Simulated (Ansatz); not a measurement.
**Cu under changes of volume**

One of the cells (11.810 Å³/atom); the others are scaled copies at fixed shape and fractional positions:

```
CELL_PARAMETERS angstrom
0.00000 1.80750 1.80750
1.80750 0.00000 1.80750
1.80750 1.80750 0.00000
ATOMIC_POSITIONS crystal
Cu 0.00000 0.00000 0.00000
```

```yaml
Program: Ansatz 0.2.0
Functional: PBE
Potentials_or_basis: PseudoDojo standard (PBE files)
Cutoff: 1252 eV
Density_cutoff: 5007 eV
k_mesh: 13 × 13 × 13
Occupations: fermi-dirac, width 0.05 eV
Spin: no spin polarisation
```

```csv
volume (Å³/atom),energy over the lowest point (meV/atom),pressure (GPa)
11.102,29.26,12.4
11.338,14.02,8.3
11.574,4.48,4.7
11.810,0.00,1.5
12.047,?,?
12.283,3.99,-3.9
12.519,11.50,-6.2
```

What does the run at 12.047 Å³/atom give?

Energy over the lowest point 0.00 meV/atom; pressure -1.4 GPa.

Worked out: A Birch-Murnaghan fit of order 3 (a polynomial in V^(-2/3)) to the other rows has its minimum at 11.93 Å³/atom with B0 = V·E''(V) = 145 GPa and B' = 5.1. It gives 0.00 meV/atom at 12.047 Å³/atom, against the run's 0.00, and -dE/dV = -1.4 GPa, against -1.4.

Energies are extrapolated to zero smearing.
